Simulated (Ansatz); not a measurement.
System: SrO (rock salt type), 2 atoms in the cell.

```xyz
2
Lattice="0.0000 2.6000 2.6000 2.6000 0.0000 2.6000 2.6000 2.6000 0.0000" Properties=species:S:1:pos:R:3 pbc="T T T"
Sr    0.0000    0.0000    0.0000
O     2.6000    2.6000    2.6000
```

Computed with Ansatz 0.2.0 development build, HSE06, plane waves, PAW datasets (generated soft set 1).

Cutoff 420 eV; exchange singularity: regularized; k-mesh 6×6×6 Γ-centred; Fermi–Dirac smearing of 0.02 eV; no spin polarisation.

Question: How large is the gap on this mesh, is it direct, and where do the band edges lie (fractions of the reciprocal vectors of this cell)?

Answer: 4.80 eV, indirect from (0.000, 0.000, 0.000) to (0.000, -0.500, -0.500); the smallest direct gap is 4.91 eV.

Question: List the levels near the gap at (0.000, 0.000, 0.000), (0.000, 0.000, 0.167), (0.000, 0.333, 0.333), (0.000, 0.333, -0.500), (0.000, 0.333, -0.333), (0.000, -0.500, -0.500), in eV from the top of the valence band (v1 is the highest filled band, c1 the lowest empty one).

Answer: 
| k | v4 | v3 | v2 | v1 | c1 | c2 | c3 |
| --- | --- | --- | --- | --- | --- | --- | --- |
| (0.000, 0.000, 0.000) | -14.73 | 0.00 | 0.00 | 0.00 | 5.23 | 7.84 | 7.84 |
| (0.000, 0.000, 0.167) | -14.40 | -0.70 | -0.31 | -0.31 | 6.39 | 7.59 | 8.38 |
| (0.000, 0.333, 0.333) | -14.75 | -1.16 | -0.15 | -0.15 | 5.32 | 8.22 | 11.31 |
| (0.000, 0.333, -0.500) | -14.69 | -0.81 | -0.52 | -0.37 | 5.64 | 9.40 | 10.68 |
| (0.000, 0.333, -0.333) | -14.28 | -1.33 | -0.80 | -0.52 | 7.21 | 8.74 | 10.55 |
| (0.000, -0.500, -0.500) | -15.08 | -0.51 | -0.11 | -0.11 | 4.80 | 9.34 | 11.80 |

A gap read on the mesh is an upper bound of this method's gap, since the mesh can miss a band edge. Spin–orbit coupling is left out; with heavy elements it can shift the gap and split levels by tenths of an eV.
